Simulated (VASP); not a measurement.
Output of a VASP run:

**OSZICAR**
```
       N       E                     dE             d eps       ncg     rms          rms(c)
DAV:   1     0.116409671098E+02    0.11641E+02   -0.22564E+03   160   0.560E+02
DAV:   2    -0.776005159551E+01   -0.19401E+02   -0.19250E+02   208   0.764E+01
DAV:   3    -0.824679318718E+01   -0.48674E+00   -0.48674E+00   224   0.155E+01
DAV:   4    -0.824956414079E+01   -0.27710E-02   -0.27710E-02   232   0.140E+00
DAV:   5    -0.824959829209E+01   -0.34151E-04   -0.34151E-04   240   0.118E-01    0.327E+00
DAV:   6    -0.818755619425E+01    0.62042E-01   -0.99313E-02   176   0.148E+00    0.202E+00
DAV:   7    -0.816972919795E+01    0.17827E-01   -0.86692E-02   200   0.157E+00    0.428E-01
DAV:   8    -0.817062111086E+01   -0.89191E-03   -0.69973E-03   176   0.479E-01    0.909E-02
DAV:   9    -0.817097061688E+01   -0.34951E-03   -0.51374E-04   184   0.153E-01    0.266E-02
DAV:  10    -0.817103055456E+01   -0.59938E-04   -0.52835E-05   224   0.436E-02    0.138E-02
DAV:  11    -0.817106299711E+01   -0.32443E-04   -0.59250E-05   176   0.502E-02    0.507E-03
DAV:  12    -0.817106354703E+01   -0.54992E-06   -0.81248E-07   216   0.632E-03
   1 F= -.81710635E+01 E0= -.81710635E+01  d E =-.179986E-12
```

File OUTCAR:
```
------------------------ aborting loop because EDIFF is reached ----------------------------------------
  FORCE on cell =-STRESS in cart. coord.  units (eV):
  Direction    XX          YY          ZZ          XY          YZ          ZX
  --------------------------------------------------------------------------------------
  Total       -0.2565535     -0.2565535     -0.2565535      0.0000000      0.0000000      0.0000000
  in kB       -6.6933405     -6.6933405     -6.6933405      0.0000000      0.0000000      0.0000000
  external PRESSURE =      -6.6933405 kB  Pullay stress =       0.0000000 kB
  volume of cell :       61.41
      direct lattice vectors                 reciprocal lattice vectors
     0.000000000  3.131400000  3.131400000    -0.159672990  0.159672990  0.159672990
     3.131400000  0.000000000  3.131400000     0.159672990 -0.159672990  0.159672990
     3.131400000  3.131400000  0.000000000     0.159672990  0.159672990 -0.159672990
 POSITION                                       TOTAL-FORCE (eV/Angst)
 -----------------------------------------------------------------------------------
      0.00000      0.00000      0.00000        -0.000000     -0.000000     -0.000000
      1.56570      1.56570      1.56570         0.000000      0.000000      0.000000
 -----------------------------------------------------------------------------------
    total drift:                               -0.000000     -0.000000     -0.000000
  FREE ENERGIE OF THE ION-ELECTRON SYSTEM (eV)
  ---------------------------------------------------
  free  energy   TOTEN  =        -8.1710635470 eV

  energy  without entropy=       -8.1710635470  energy(sigma->0) =       -8.17106355
```
(Selected blocks of OUTCAR.)

**POSCAR**
```
AlSb
1
    0.0000000000     3.1314000000     3.1314000000
    3.1314000000     0.0000000000     3.1314000000
    3.1314000000     3.1314000000     0.0000000000
Al Sb
1 1
Direct
  0.0000000000   0.0000000000   0.0000000000
  0.2500000000   0.2500000000   0.2500000000
```

### Question
Write an INCAR and KPOINTS that could have produced this output.

### Answer
This is not unique; one that fits is the input of the run itself, PBE GGA, plane waves, VASP's PBE PAW potentials (set 64).

### INCAR
```
GGA=PE
LWAVE=.FALSE.
LMAXMIX=4
LASPH=.TRUE.   # aspherical one-centre terms
SIGMA=0.05
ISMEAR=0   # Gaussian
ENCUT=400   # plane-wave cut-off (eV)
LCHARG=.FALSE.
EDIFF=1E-6   # SCF stop (eV)
ISIF=2
NELM=100
PREC=Accurate
SYSTEM=AlSb
ALGO=Normal   # blocked Davidson
LREAL=.FALSE.
```

### KPOINTS
```
Automatic mesh
0
M
  5 5 5
```

POTCAR, in this order: Al Sb (PBE.64 set). Program: vasp_std.

The compound is AlSb in the zinc blende structure. The cell was not relaxed at this level. The run is one of a series of settings (KPOINTS 5×5×5 Monkhorst-Pack mesh against the base run), some of them coarse on purpose.
